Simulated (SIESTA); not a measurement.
The system is ZnO.

```xyz
4
Lattice="3.2880 0.0000 0.0000 -1.6440 2.8475 0.0000 0.0000 0.0000 7.1304" Properties=species:S:1:pos:R:3 pbc="T T T"
Zn    0.0000    0.0000    1.7826
Zn    0.0000    0.0000    5.3478
O     1.6440    0.9492    5.3478
O     0.0000    1.8983    1.7826
```

Measurements of this composition are mostly on another form, of space group No. 186.

Base run:

- Program: SIESTA 5.4.2
- Functional: PBEsol
- Potentials or basis: PseudoDojo 0.4 standard (PBEsol files)
- Basis: DZP (energy shift 0.003 Ry; two zetas on semicore shells)
- Grid cutoff: 800 Ry
- Energy shift: 0.003 Ry
- k mesh: 9 × 9 × 4
- Occupations: fermi-dirac, width 0.05 eV
- Spin: no spin polarisation

Its results: band gap on the k mesh 0.97 eV, direct; pressure -4.0 GPa.

The run is repeated on the same cell with these changes: functional from PBEsol to LDA; potentials or basis from PseudoDojo 0.4 standard (PBEsol files) to PseudoDojo 0.4 standard (LDA files). What comes out?

Band gap on the k mesh 0.97 eV, direct; pressure -7.8 GPa.

Caveats: short orbitals over semicore shells can move pressures by several GPa; the valence orbitals were made in a potential fitted to the semicore shell under them, which widens gaps by tenths of an eV or more; the basis of atomic orbitals isn't converged, which shifts pressures, moduli and gaps.
